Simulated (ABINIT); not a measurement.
Input of an ABINIT 10.8.3 (patched build) run:

run.abi

```
# Datasets: one volume each
ndtset 7
scalecart1 3*0.9795861087
scalecart2 3*0.9864848297
scalecart3 3*0.9932883884
scalecart4 3*1.0000000000
scalecart5 3*1.0066227096
scalecart6 3*1.0131594038
scalecart7 3*1.0196128224

# Pseudopotentials
pp_dirpath "./"
pseudos "Hf_ONCV_PBE-1.2.upf, C_ONCV_PBE-1.2.upf"

# Structure
acell 3.2880465325 3.2880465325 3.2880465325 Angstrom
rprim
     0.0000000000     0.7071067812     0.7071067812
     0.7071067812     0.0000000000     0.7071067812
     0.7071067812     0.7071067812     0.0000000000
ntypat 2
znucl 72 6
natom 2
typat 1 2
xred
     0.5000000000     0.5000000000     0.5000000000
     0.0000000000     0.0000000000     0.0000000000

# Plane-wave basis
ecut 48.0

# k points
kptopt 1
ngkpt 6 6 6
nshiftk 1
shiftk 0.0 0.0 0.0

# Exchange and correlation
ixc -497498
usekden 1

# Bands and occupations
nband 19
occopt 3
tsmear 0.00183747

# SCF cycle
nstep 100
tolvrs 1.0e-9

# Output
iomode 3
prtwf 0
prtden 0
prteig 0
prtebands 0
enunit 2
prtvol 2
```

Potentials or basis: SG15 NC PBE v1.2.

Launch:

```console
$ mpirun --bind-to none -np 4 abinit run.abi > log 2>&1
```

Q: Predict the equilibrium volume.

A: 12.04 Å³/atom (rough: see the caveat).

Q: Predict the bulk modulus.

A: 253 GPa (rough).

Energy against volume, from the lowest point:
```
volume (Å³/atom)  energy (meV/atom)
          11.814               3.28
          12.065               0.00
          12.317               4.93
          12.568              17.25
          12.819              36.22
          13.071              61.21
          13.322              91.63
```

Caveat: the k mesh is coarse (spacing up to 0.39 Å⁻¹), so the values aren't converged; a meta-GGA on norm-conserving files made for a GGA shifts volumes by about 1 %; pressures at fixed basis lie under the slope of the energies; the potentials were made for another functional, which shifts forces and pressure; the fit is rough or its minimum lies at the end of the range. The run has no spin-orbit coupling, so splittings on Hf are missing.
